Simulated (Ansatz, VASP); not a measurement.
## Al: VASP beside Ansatz

```
Al
1.0
     4.54673   -0.02273    0.00000
    -2.29306    3.94895    0.00000
     0.00000    0.00000    2.75393
Al
2
Direct
  0.33333 0.66667 0.50000
  0.66667 0.33333 0.50000
```

The cell was built by a generator and needn't be a form met in nature.

Alike in both runs: functional PBE; k mesh 6 × 6 × 8; occupations fermi-dirac, width 0.05 eV; no spin polarisation.

```csv
,VASP,Ansatz
version,VASP 6.6.1,Ansatz 0.2.0
potentials or method,"VASP PAW PBE potentials, release 64 (Al)",Ansatz PAW
plane-wave cutoff (eV),520,420
valence electrons in the cell,6,6
task,single point,band structure
```

|  | VASP | Ansatz | Ansatz less VASP |
| --- | --- | --- | --- |
| gap on the k mesh at the Fermi level (eV) | none | none | - |
| pressure (GPa) | 0.0 | 0.1 | +0.02 |
| largest component of the traceless stress (GPa) | 0.38 | 0.38 | -0.002 |
| rms of the force components (eV/Å) | 0.034 | 0.034 | 0.0000 |

Atom by atom the forces differ by 0.000 eV/Å (rms over components). A gap of «none» marks a metal or a gap that the smearing closes. With one functional, cell and mesh, what is left measures potentials, basis and numerics.
